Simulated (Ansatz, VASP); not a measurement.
ZnH2: VASP beside Ansatz

```
CELL_PARAMETERS angstrom
2.83562 0.00000 0.00000
0.00000 2.83562 0.00000
0.00000 0.00000 3.36607
ATOMIC_POSITIONS crystal
Zn 0.50000 0.50000 0.00000
H 0.00000 0.00000 0.00000
H 0.50000 0.50000 0.50000
```

Alike in both runs: functional PBE; k mesh 6 × 6 × 6; occupations gaussian, width 0.1 eV; no spin polarisation.

Ansatz relaxed the structure, and its values are those at the end. VASP's run is a single point on that final structure, the one shown.

|  | VASP | Ansatz |
| --- | --- | --- |
| version | VASP 6.6.1 | Ansatz 0.2.0 |
| potentials or method | VASP PAW PBE potentials, release 64 (Zn, H) | scalar-relativistic, plane waves, PAW |
| plane-wave cutoff (eV) | 520 | 420 |
| valence electrons in the cell | 14 | 14 |

Ansatz gave:

* gap on the k mesh at the Fermi level (eV): none
* pressure (GPa): 0.0

Question: Estimate VASP's values.

Answer: gap on the k mesh at the Fermi level (eV): none; pressure (GPa): 0.1.

A gap of «none» marks a metal or a gap that the smearing closes. With one functional, cell and mesh, what is left measures potentials, basis and numerics.

Caveats: the k mesh is coarse (spacing up to 0.37 Å⁻¹), so the values aren't converged.
